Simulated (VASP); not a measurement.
Runs of VASP 6.6.1 on AlN. Symmetry: P6_3mc, No. 186, hexagonal system. Conventional cell: a = 3.113 Å, b = 3.113 Å, c = 4.981 Å, α = 90.00°, β = 90.00°, γ = 120.00°. Al (site symmetry 3m) has 4 N at 1.89 Å as nearest neighbours. N (site symmetry 3m) is surrounded by 4 Al at 1.89 Å. 

| task | cell | gap on the mesh (eV) | pressure (GPa) | largest force (eV/Å) |
| --- | --- | --- | --- | --- |
| relaxation of shape and atoms at fixed volume | atoms relaxed at fixed volume from: a relaxed cell with its volume scaled by 0.96 | 5.29 | 9.3 | - |
| relaxation of shape and atoms at fixed volume | atoms relaxed at fixed volume from: a relaxed cell with its volume scaled by 1.04 | 4.59 | -7.7 | - |
| relaxation of shape and atoms at fixed volume | atoms relaxed at fixed volume from: a relaxed cell with its volume scaled by 1.06 | 4.42 | -11.1 | 0.01 |
| relaxation of cell and atoms | relaxed | (b) | 0.0 | - |
| relaxation of shape and atoms at fixed volume | atoms relaxed at fixed volume from: a relaxed cell with its volume scaled by 1.02 | (a) | -4.1 | 0.01 |

Alike in all rows: level r2SCAN; potentials or basis VASP PAW PBE potentials, release 64 (Al, N); no spin polarisation; k mesh 12 × 12 × 6; cutoff (eV) 600; smearing gaussian 0.03 eV.

Task: Estimate the missing entries.

Result: (a) 4.75; (b) 4.94.

Caveats: the PAW data sets were made with another functional, which shifts forces and pressure a little.

A k mesh can miss the band edges.
